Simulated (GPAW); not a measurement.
GaN:

```xyz
2
Lattice="3.0996 0.0000 0.0000 1.5498 2.6843 0.0000 1.5498 0.8948 2.5308" Properties=species:S:1:pos:R:3 pbc="T T T"
Ga    0.0000    0.0000    0.0000
N     1.5498    0.8948    0.6327
```

The cell is a database's computed one.

The cell isn't the ideal one: volume scaled by 0.92.

```yaml
Program: GPAW 26.7.0
Task: relaxation of cell and atoms
Functional: LDA
Potentials_or_basis: the program's PAW data sets (release 1.2.1) made for this functional
Cutoff: 800 eV
Basis: pw
k_mesh: 10 × 10 × 10
Occupations: improved-tetrahedron-method
Spin: no spin polarisation
```

At the start: pressure 23.0 GPa; volume 10.53 Å³/atom.

Problem. How do energy, volume and symmetry change on relaxing?

Solution. Over 4 steps the energy falls by 67.7 meV/atom and the volume is 11.48 Å³/atom (+9.1 %); space group F-43m (No. 216, to 0.05 Å).

The path:
| step | energy change (eV) | largest force (eV/Å) | pressure (GPa) | volume (Å³) |
| --- | --- | --- | --- | --- |
| 1 | 0.0000 | 0.0000 | 23.03 | 21.06 |
| 2 | -0.0816 | 0.0000 | 13.43 | 21.75 |
| 3 | -0.1345 | 0.0000 | 1.25 | 22.84 |
| 4 | -0.1354 | 0.0000 | 0.08 | 22.97 |

Final structure:
```
Ga N
1.0
     3.19061    0.00000    0.00000
     1.59530    2.76315    0.00000
     1.59530    0.92105    2.60512
Ga N
1 1
Direct
  0.00000 0.00000 0.00000
  0.25000 0.25000 0.25000
```

Caveat: the data sets keep Ga 3d, Li 1s and Be 1s frozen, and some such compounds lay over 1.5 % in volume off other programs; later steps reuse the first step's grids.
